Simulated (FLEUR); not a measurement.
# La2O3 (P-3m1) in FLEUR: band structure with LDA

Aim: the band structure of La2O3 with LDA.

Everything below comes from runs of FLEUR MaX-R8.1 (later development tree). Logs are shortened: lines on timing, memory, paths and dates and some standing lists are left out, and cuts for length are marked.

**1. The structure**

The structure is trigonal, space group P-3m1 (No. 164). Conventional cell: a = 3.931 Å, b = 3.931 Å, c = 6.112 Å, α = 90.00°, β = 90.00°, γ = 120.00°. Around La (site symmetry 3m) lie 4 O at 2.36 to 2.44 Å. O (site symmetry -3m) is surrounded by 6 La at 2.72 Å. Around O (site symmetry 3m) lie 4 La at 2.36 to 2.44 Å.

The cell is a database's computed one.

**2. Band structure, LDA**

The input, inp.xml:

```xml
<?xml version="1.0" encoding="UTF-8" standalone="no"?>
<fleurInput fleurInputVersion="0.39">
   <comment>
      La2O3                                                                                               
   </comment>
   <calculationSetup>
      <cutoffs Kmax="4.42" Gmax="13.7" GmaxXC="13.7" numbands="0"/>
      <scfLoop itmax="60" minDistance="0.00001" maxIterBroyd="15" imix="Anderson" alpha="0.05" precondParam="0.0" spinf="2.0" sdNocoIR="T"/>
      <coreElectrons ctail="T" frcor="F" kcrel="0" coretail_lmax="0"/>
      <xcFunctional name="vwn" relativisticCorrections="F"/>
      <magnetism jspins="1"/>
      <soc l_soc="F" theta="0.0" phi="0.0" spav="F"/>
      <expertModes spex="0" secvar="F"/>
      <geometryOptimization l_f="F" forcealpha="1.0" forcemix="BFGS" epsdisp="0.00001" epsforce="0.00001"/>
      <ldaU l_linMix="F" mixParam="0.05" spinf="1.0"/>
   </calculationSetup>
   <cell>
      <bzIntegration valenceElectrons="40.0" mode="hist" fermiSmearingEnergy="0.00183747">
         <kPointListSelection listName="default-1"/>
         <!-- k-points included here -->
         <xi:include xmlns:xi="http://www.w3.org/2001/XInclude" href="kpts.xml"> </xi:include>
      </bzIntegration>
      <!-- symmetry operations included here -->
      <xi:include xmlns:xi="http://www.w3.org/2001/XInclude" href="sym.xml"> </xi:include>
      <bulkLattice scale="1.0">
         <bravaisMatrix>
[... 36 lines left out ...]
      </species>
   </atomSpecies>
   <atomGroups>
      <atomGroup species="Lanthanum (La)">
         <relPos label="                   1">1.000/3.000 -1.000/3.000 .2462356800</relPos>
         <relPos label="                   2">-1.000/3.000 1.000/3.000 -.2462356800</relPos>
         <force calculate="T" relaxXYZ="TTT"/>
      </atomGroup>
      <atomGroup species="Oxygen (O)">
         <relPos label="                   3">.0000000000 .0000000000 .0000000000</relPos>
         <force calculate="T" relaxXYZ="TTT"/>
      </atomGroup>
      <atomGroup species="Oxygen (O)">
         <relPos label="                   4">1.000/3.000 -1.000/3.000 -.3541093500</relPos>
         <relPos label="                   5">-1.000/3.000 1.000/3.000 .3541093500</relPos>
         <force calculate="T" relaxXYZ="TTT"/>
      </atomGroup>
   </atomGroups>
   <output dos="F" band="F" slice="F">
      <checks vchk="F" cdinf="F"/>
      <bandDOS minEnergy="-.5*Htr" maxEnergy="0.5*Htr" sigma="0.015" storeEVData="T"/>
      <vacuumDOS vacdos="F" integ="F" star="F" nstars="0" locx1="0.0" locy1="0.0" locx2="0.0" locy2="0.0" nstm="0" tworkf="0.0"/>
      <unfoldingBand unfoldBand="F" supercellX="1" supercellY="1" supercellZ="1"/>
      <plotting iplot="0" polar="F">
         <plot TwoD="T" vec1="  1.0  0.0  0.0" vec2="  0.0  1.0  0.0" vec3="  0.0  0.0  1.0" zero="  0.0  0.0  0.0" file="plot"/>
      </plotting>
      <chargeDensitySlicing numkpt="0" minEigenval="0.0" maxEigenval="0.0" nnne="0" pallst="F"/>
      <specialOutput eonly="F"/>
      <moessbauerParams electricFieldGradient="T" isomerShift="T" coreHyperfine="T" valenceHyperfine="T"/>
      <magneticCircularDichroism mcd="F" energyLo="-10.0" energyUp="0.0"/>
   </output>
  <!-- We include the file relax.xml here to enable relaxations (see documentation) -->
  <xi:include xmlns:xi="http://www.w3.org/2001/XInclude" href="relax.xml"> <xi:fallback/> </xi:include>
</fleurInput>
```

The input, crystal.txt:

```
La2O3
&input cartesian=F /
3.9307778780  0.0000000000  0.0000000000
-1.9653889390  3.4041534990  0.0000000000
0.0000000000  0.0000000000  6.1119535200
1.8897261246
1.0 1.0 1.0

5
57 0.3333333333  0.6666666667  0.2462356800
57 0.6666666666  0.3333333334  0.7537643200
8 0.0000000000  0.0000000000  0.0000000000
8 0.3333333333  0.6666666667  0.6458906500
8 0.6666666666  0.3333333334  0.3541093500

&kpt div1=8 div2=8 div3=5 gamma=T /
```

The input, inp.xml (bands):

```
<?xml version="1.0" encoding="UTF-8" standalone="no"?>
<fleurInput fleurInputVersion="0.39">
   <comment>
      La2O3                                                                                               
   </comment>
   <calculationSetup>
      <cutoffs Kmax="4.42" Gmax="13.7" GmaxXC="13.7" numbands="0"/>
      <scfLoop itmax="60" minDistance="0.00001" maxIterBroyd="15" imix="Anderson" alpha="0.05" precondParam="0.0" spinf="2.0" sdNocoIR="T"/>
      <coreElectrons ctail="T" frcor="F" kcrel="0" coretail_lmax="0"/>
      <xcFunctional name="vwn" relativisticCorrections="F"/>
      <magnetism jspins="1"/>
      <soc l_soc="F" theta="0.0" phi="0.0" spav="F"/>
      <expertModes spex="0" secvar="F"/>
      <geometryOptimization l_f="F" forcealpha="1.0" forcemix="BFGS" epsdisp="0.00001" epsforce="0.00001"/>
      <ldaU l_linMix="F" mixParam="0.05" spinf="1.0"/>
   </calculationSetup>
   <cell>
      <bzIntegration valenceElectrons="40.0" mode="hist" fermiSmearingEnergy="0.00183747">
         <kPointListSelection listName="path-1"/>
         <!-- k-points included here -->
         <xi:include xmlns:xi="http://www.w3.org/2001/XInclude" href="kpts.xml"> </xi:include>
      </bzIntegration>
      <!-- symmetry operations included here -->
      <xi:include xmlns:xi="http://www.w3.org/2001/XInclude" href="sym.xml"> </xi:include>
[... 37 lines left out ...]
         <lo type="SCLO" l="2" n="3" eDeriv="2"/>
      </species>
   </atomSpecies>
   <atomGroups>
      <atomGroup species="Lanthanum (La)">
         <relPos label="                   1">1.000/3.000 -1.000/3.000 .2462356800</relPos>
         <relPos label="                   2">-1.000/3.000 1.000/3.000 -.2462356800</relPos>
         <force calculate="T" relaxXYZ="TTT"/>
      </atomGroup>
      <atomGroup species="Oxygen (O)">
         <relPos label="                   3">.0000000000 .0000000000 .0000000000</relPos>
         <force calculate="T" relaxXYZ="TTT"/>
      </atomGroup>
      <atomGroup species="Oxygen (O)">
         <relPos label="                   4">1.000/3.000 -1.000/3.000 -.3541093500</relPos>
         <relPos label="                   5">-1.000/3.000 1.000/3.000 .3541093500</relPos>
         <force calculate="T" relaxXYZ="TTT"/>
      </atomGroup>
   </atomGroups>
   <output dos="F" band="T" slice="F">
      <checks vchk="F" cdinf="F"/>
      <bandDOS minEnergy="-.5*Htr" maxEnergy="0.5*Htr" sigma="0.015" storeEVData="T"/>
      <vacuumDOS vacdos="F" integ="F" star="F" nstars="0" locx1="0.0" locy1="0.0" locx2="0.0" locy2="0.0" nstm="0" tworkf="0.0"/>
      <unfoldingBand unfoldBand="F" supercellX="1" supercellY="1" supercellZ="1"/>
      <plotting iplot="0" polar="F">
         <plot TwoD="T" vec1="  1.0  0.0  0.0" vec2="  0.0  1.0  0.0" vec3="  0.0  0.0  1.0" zero="  0.0  0.0  0.0" file="plot"/>
      </plotting>
      <chargeDensitySlicing numkpt="0" minEigenval="0.0" maxEigenval="0.0" nnne="0" pallst="F"/>
      <specialOutput eonly="F"/>
      <moessbauerParams electricFieldGradient="T" isomerShift="T" coreHyperfine="T" valenceHyperfine="T"/>
      <magneticCircularDichroism mcd="F" energyLo="-10.0" energyUp="0.0"/>
   </output>
  <!-- We include the file relax.xml here to enable relaxations (see documentation) -->
  <xi:include xmlns:xi="http://www.w3.org/2001/XInclude" href="relax.xml"> <xi:fallback/> </xi:include>
</fleurInput>
```

Potentials or basis: all-electron, FLAPW.

Run with:

```
$ inpgen -f crystal.txt -profile fastHighL
$ # inp.xml edited to the form shown
$ fleur_MPI
$ fleur_MPI   # second run, on inp.xml (bands)
```

What it wrote:

```text
Welcome to FLEUR        (www.flapw.de)
      MaX-Release 8.1          (www.max-centre.eu)

 ========== k-point set info ==========
 Selected k-point list: default-1
 k-point list type: mesh
 8 x 8 x 5
 Number of k points: 40

 ------------Calculation Setup---------------------------
 Number of MPI-tasks      :            1
 Number of PE/node        :            1
 Number of OMP-threads    :            1
 Most efficient MPI parallelization for:
           1           2           4           5           8          10          20          40
 Additional eigenvalue parallelization possible
 Number of basis functions:          995
 Approximate size of matrices (H+S) per k-point:         0.015 GB
 --------------------------------------------------------
 Iteration:     1   Distance:      22.78012029 me/bohr^3
 Iteration:     2   Distance:      18.75128947 me/bohr^3
 Iteration:     3   Distance:       6.42168109 me/bohr^3
 Iteration:     4   Distance:       7.66453647 me/bohr^3
 Iteration:     5   Distance:       2.21899813 me/bohr^3
 Iteration:     6   Distance:       1.03001178 me/bohr^3
 Iteration:     7   Distance:       0.97078530 me/bohr^3
 Iteration:     8   Distance:       0.31268377 me/bohr^3
 Iteration:     9   Distance:       0.21210064 me/bohr^3
 Iteration:    10   Distance:       0.03566216 me/bohr^3
 Iteration:    11   Distance:       0.03317687 me/bohr^3
 Iteration:    12   Distance:       0.01525027 me/bohr^3
 Iteration:    13   Distance:       0.00218377 me/bohr^3
 Iteration:    14   Distance:       0.00155755 me/bohr^3
 Iteration:    15   Distance:       0.00037758 me/bohr^3
 Iteration:    16   Distance:       0.00030430 me/bohr^3
 Iteration:    17   Distance:       0.00014302 me/bohr^3
 Iteration:    18   Distance:       0.00005075 me/bohr^3
 Iteration:    19   Distance:       0.00001416 me/bohr^3
 Iteration:    20   Distance:       0.00000426 me/bohr^3

 ********************************************************************
 Run finished successfully
 Stop message:
   all done
 ********************************************************************
```

Run time: 4.6 min. Hardware: 1 thread of Arm Neoverse V2, shared host; peak memory 0.11 GiB.

What came out:

| Property | Result |
| --- | --- |
| Free energy | -468238.3138 eV |
| Band gap on the k mesh | 3.77 eV, indirect (least direct gap 3.92 eV) |
| Band gap along the path | 3.73 eV, indirect (least direct gap 3.82 eV) |
| Valence electrons inside the program's atomic spheres | La 7.94; O 5.13, 5.24 (radii La 2.51, O 1.63 bohr) |

Levels at the corners of the path, in eV from the valence-band top:
| point | band 18 | band 19 | band 20 | band 21 | band 22 | band 23 |
| --- | --- | --- | --- | --- | --- | --- |
| Γ | -0.39 | -0.39 | -0.12 | 4.14 | 4.51 | 4.51 |
| M | -0.64 | -0.42 | -0.30 | 3.75 | 4.60 | 5.07 |
| K | -0.84 | -0.81 | -0.09 | 3.73 | 4.65 | 4.65 |
| Γ | -0.39 | -0.39 | -0.12 | 4.14 | 4.51 | 4.51 |
| A | -0.83 | -0.29 | -0.29 | 4.57 | 4.64 | 4.64 |
| L | -0.73 | -0.36 | 0.00 | 4.31 | 4.50 | 4.96 |
| H | -0.28 | -0.28 | -0.21 | 4.13 | 4.76 | 4.83 |
| A | -0.83 | -0.29 | -0.29 | 4.57 | 4.64 | 4.64 |
| L | -0.73 | -0.36 | 0.00 | 4.31 | 4.50 | 4.96 |
| M | -0.64 | -0.42 | -0.30 | 3.75 | 4.60 | 5.07 |
| K | -0.84 | -0.81 | -0.09 | 3.73 | 4.65 | 4.65 |
| H | -0.28 | -0.28 | -0.21 | 4.13 | 4.76 | 4.83 |

Core levels (eV from the Fermi level):
| atom | levels |
| --- | --- |
| 1 La | 1s1/2 -38669.4, 2s1/2 -6145.8, 2p1/2 -5798.1, 2p3/2 -5385.5, 3s1/2 -1305.9, 3p1/2 -1159.1, 3p3/2 -1078.7, 4s1/2 -255.2, 3d3/2 -820.5, 3d5/2 -803.3, 4p1/2 -201.2, 4p3/2 -184.0, 4d3/2 -95.3, 4d5/2 -92.3 |
| 2 La | 1s1/2 -38669.4, 2s1/2 -6145.8, 2p1/2 -5798.1, 2p3/2 -5385.5, 3s1/2 -1305.9, 3p1/2 -1159.1, 3p3/2 -1078.7, 4s1/2 -255.2, 3d3/2 -820.5, 3d5/2 -803.3, 4p1/2 -201.2, 4p3/2 -184.0, 4d3/2 -95.3, 4d5/2 -92.3 |
| 3 O | 1s1/2 -499.3 |
| 4 O | 1s1/2 -499.5 |
| 5 O | 1s1/2 -499.5 |

Caveat: spin-orbit coupling is left out, which moves the levels of the heavy elements. LDA gaps usually lie below the measured ones, often by a third to a half.
